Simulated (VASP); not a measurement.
## GaSb: single point with RPBE+D4

**What was measured.**

A printed reference work, data compilation reports, for a bulk crystal of GaSb at 4.2 K: band gap 0.811 eV (direct).

GaSb:

```
CELL_PARAMETERS angstrom
0.00000 3.03834 3.03834
3.03834 0.00000 3.03834
3.03834 3.03834 0.00000
ATOMIC_POSITIONS crystal
Sb 0.75000 0.75000 0.75000
Ga 0.00000 0.00000 0.00000
```

```json
{
  "Program": "VASP 6.6.1",
  "Task": "single point",
  "Functional": "RPBE",
  "Dispersion": "D4",
  "Potentials or basis": "VASP PAW PBE potentials, release 64 (Sb, Ga_d)",
  "Cutoff": "520 eV",
  "k mesh": "8 × 8 × 8",
  "Occupations": "fermi-dirac, width 0.05 eV",
  "Spin": "no spin polarisation",
  "Dipole correction": "no",
  "Further INCAR settings": "ALGO = Normal; EDIFF = 1e-07; NBANDS = 16"
}
```

```json
{
 "Pressure": "0.1 GPa",
 "Band gap on the k mesh": "0.28 eV, direct",
 "Dispersion energy per atom": "-0.765 eV"
}
```

Levels at points of the mesh, in eV from the valence-band top:
```csv
k point,band 7,band 8,band 9,band 10,band 11,band 12
"(0.00, 0.00, 0.00)",0.00,0.00,0.00,0.28,2.78,2.78
"(0.50, 0.00, 0.00)",-6.43,-1.19,-1.19,0.52,3.77,3.77
"(0.50, 0.50, 0.00)",-6.87,-2.64,-2.64,0.96,1.31,8.85
```

It took 13 s on 1 thread of Intel(R) Xeon(R) 6975P-C (Granite Rapids), on a shared host, peak memory 0.18 GiB.

Measured gap of GaSb: 0.811 eV (direct; 4.2 K; a printed reference work, data compilation). This calculation gives 0.28 eV (-0.53 eV). Spin-orbit coupling on Ga, Sb is left out. The value is that of RPBE+D4 on a finite k mesh, which can miss the band edges, without temperature or zero-point motion. Semilocal functionals fall short of measured gaps as a rule.

Caveat: the PAW data sets were made with another functional, which shifts forces and pressure a little; spin-orbit coupling is left out, which moves the levels of the heavy elements.
